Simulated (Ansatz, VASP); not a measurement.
# BAs: VASP beside Ansatz, part 2 of 2

Wanted: the spread between two codes on one cell, functional and k mesh. The cell is a member of a volume series, scaled by 1.015 from a relaxed one, so a pressure remains. Other levels of theory on this material are compared in a session of their own.

VASP 6.6.1 and Ansatz 0.2.0.

So far. Step 2 (Ansatz: single point, r2SCAN with rVV10, volume scaled …): The run ends at a pressure of -2.50 GPa.

**5. VASP: single point, PBE with D3(BJ), volume scaled by 0.985**

Level of this step: PBE with D3(BJ); plane waves and PAW (As, B) (VASP).

With cell and atoms fixed, the geometry can't cause a difference; cores, projectors, grids and the points listed under the comparison can. The cell compared in this pair holds 26.77 Å³, against 27.71 Å³ for the pair before.

The input asks for a relaxation, which ended at its first step since no free force or stress exceeded the threshold; so it serves as a single point.

File INCAR:

```
SYSTEM = BAs
PREC = Accurate
ENCUT = 450
EDIFF = 1E-06
NELM = 100
ISMEAR = 0
SIGMA = 0.03
LREAL = .FALSE.
ALGO = Normal
GGA = PE
IVDW = 12
LORBIT = 11
LWAVE = .FALSE.
LCHARG = .FALSE.
KPAR = 2
IBRION = 2
NSW = 30
ISIF = 4
EDIFFG = -0.01
```

File POSCAR:

```
BAs
1.0
    0.0000000000      2.3742146233      2.3742146233
    2.3742146233      0.0000000000      2.3742146233
    2.3742146233      2.3742146233      0.0000000000
As B
1 1
Direct
    0.7500000000      0.7500000000      0.7500000000
    0.0000000000      0.0000000000      0.0000000000
```

File KPOINTS:

```
Automatic mesh
0
Gamma
8 8 8
0 0 0
```

The projector-augmented-wave data sets are As and B (PBE family, release 64).

Run with:

```bash
> mpirun -np 2 vasp_std
```

Numbers of over 12 decimals in the logs are rounded to 6 here.

Output:

```text
[banner, memory and clock lines left out]
running    2 mpi-ranks, on    1 nodes
[...]
LDA part: xc-table for (Slater+PW92), standard interpolation
 POSCAR, INCAR and KPOINTS ok, starting setup
[...]
entering main loop
       N       E                     dE             d eps       ncg     rms          rms(c)
DAV:   1     0.103348183394E+02    0.10335E+02   -0.34542E+03   464   0.773E+02
DAV:   2    -0.117963467607E+02   -0.22131E+02   -0.21183E+02   728   0.101E+02
DAV:   3    -0.120641620457E+02   -0.26782E+00   -0.26782E+00   496   0.148E+01
DAV:   4    -0.120646362083E+02   -0.47416E-03   -0.47416E-03   728   0.648E-01
[...]
DAV:  10    -0.113859111914E+02   -0.18239E-03   -0.28966E-04   560   0.126E-01    0.167E-02
DAV:  11    -0.113859167584E+02   -0.55670E-05   -0.10980E-05   704   0.263E-02    0.147E-02
DAV:  12    -0.113859162140E+02    0.54437E-06   -0.24334E-06   480   0.108E-02
   1 F= -.12057695E+02 E0= -.12057695E+02  d E =-.120577E+02
[...]
reached required accuracy - stopping structural energy minimisation
```

From OUTCAR (step 5):

```text
 Edisp (eV)   -0.67178

  Total       0.36520     0.36520     0.36520    -0.00000     0.00000    -0.00000
  in kB      21.85994    21.85994    21.85994    -0.00000     0.00000    -0.00000
  external pressure =       21.86 kB  Pullay stress =        0.00 kB

 POSITION                                       TOTAL-FORCE (eV/Angst)
 -----------------------------------------------------------------------------------
      3.56132      3.56132      3.56132         0.000000      0.000000      0.000000
      0.00000      0.00000      0.00000        -0.000000     -0.000000     -0.000000
 -----------------------------------------------------------------------------------
    total drift:                               -0.000000     -0.000000     -0.000000

  FREE ENERGIE OF THE ION-ELECTRON SYSTEM (eV)
  ---------------------------------------------------
  free  energy   TOTEN  =       -12.0576949474 eV

  energy  without entropy=      -12.0576949474  energy(sigma->0) =      -12.05769495

[... 2 parts as in an earlier step ...]

[... 2 further parts left out ...]
[key lines of the parts left out:]
E-fermi :   6.5102
```

**6. Ansatz: single point, PBE with D3(BJ), volume scaled by 0.985**

The same cell, functional, mesh and smearing now go to Ansatz, which takes its cutoff from its data sets.

The cell is a member of a volume series, scaled by 0.985 from a relaxed one, so a pressure remains.

File input.yaml:

```yaml
crystal:
  lattice:
    - [0.0, 2.37421462, 2.37421462]
    - [2.37421462, 0.0, 2.37421462]
    - [2.37421462, 2.37421462, 0.0]
  atoms:
    - { symbol: As, position: [0.75, 0.75, 0.75] }
    - { symbol: B, position: [0.0, 0.0, 0.0] }
hamiltonian:
  xc: pbe
  pseudopotentials: { kind: paw }
  dispersion: d3bj
kpoints:
  mp_grid: { grid: [8, 8, 8] }
scf:
  occupations: { method: gaussian, width: 0.03 }
  n_extra_bands: 4
output:
  forces: true
  stress: true
  eigenvalues: true
```

Run with:

```bash
> ansatz run input.yaml --threads 2 --pin off --max-ram 4608MiB --backend cpu --events-out ev --progress --plain --runs-dir out
```

Output:

```text
[...]
Crystal: 2 atoms, lattice volume = 26.766 Å³
Basis set: ecut = 420 eV, 531 PW (Γ), exchange–correlation on 48×48×48 points (8 copies of the dense FFT grid, shifted against one another)
Bands: 13, of which v1, the nominal top of the filled ones, is band 9 counted from 1 (8 counted from 0)
Symmetry: 24 space group operations
[...]
k-points: 29 of 512 (time reversal used)
[...]
--- Band table (eV; the first three rows and the last of 29) ---
  k-point 0: bands = [... 5 lower, -4.1528, 11.4164, 11.4164, 11.4164, 14.7198, 14.7198, 14.7198, 16.3198]
  k-point 1: bands = [... 5 lower, -3.8924, 9.4352, 10.9698, 10.9698, 14.8821, 15.3081, 15.3081, 17.5488]
  k-point 2: bands = [... 5 lower, -3.1334, 6.4243, 10.2478, 10.2478, 14.5763, 16.1161, 16.1161, 19.4490]
  k-point 28: bands = [... 5 lower, 0.2917, 3.2817, 5.8247, 6.1235, 16.6863, 17.4578, 18.2723, 18.5764]
[key lines of the parts left out:]
SCF converged after 6 iterations
Free energy (F): -5012.757637 eV
Fermi energy:    12.006124 eV
P = ⅓ Tr σ = 1.4120 GPa (14.120 kbar)
```

Wall time 1.1 s (2 threads of Arm Neoverse N1, shared host); peak memory 0.27 GiB.

The run ends at a pressure of 1.41 GPa.

**7. Differences**

What differs besides the data sets and the points named for the pairs above, as far as they apply: the cutoff is 420 eV in Ansatz and 450 eV in VASP; VASP leaves aspherical gradient terms in its spheres out (LASPH is not set), Ansatz keeps them. Total energies have different zeros and are not compared.

The two programs side by side:

```
                                        quantity  Ansatz   VASP  difference
                                  pressure (GPa)    1.41   2.19       -0.77
pressure without Ansatz's Pulay correction (GPa)    1.31   2.19       -0.88
                          gap on the k mesh (eV)   1.180  1.167      +0.013
```

A gap on the mesh is an upper bound, since the band edges may lie between its points. Ansatz's pressure holds a Pulay correction of 0.10 GPa; VASP's holds none.

**8. Summary of results**

```
difference in gap on the k mesh (single point, r2SCAN with rVV10, volume scaled by 1.015) : 8.3e-4 eV
difference in gap on the k mesh (single point, PBE with D3(BJ), volume scaled by 0.985)   : 0.013 eV
difference in pressure (single point, PBE with D3(BJ), volume scaled by 0.985)            : -0.77 GPa
```

The difference in pressure is -0.77 GPa (single point, PBE with D3(BJ), volume scaled by 0.985), within the 1 GPa picked in this series as the mark of a large difference. 4 further runs of this series are not shown here. Such differences can come from data sets, numerical settings and the points named under the comparisons, not from the functional's error against experiment.

[Lines on the potential files, build, host, timing and source positions are cut from VASP's logs without a mark.]

[Logs are printed without paths, hosts, clocks, repeated set-up lines and the standing remarks that a program may print on its own settings, such as how far it seeks lower states.]

[Hosts, paths, dates, database ids (printed as entryN), source tags and the programs' standing remarks are cut or masked in the printed files.]
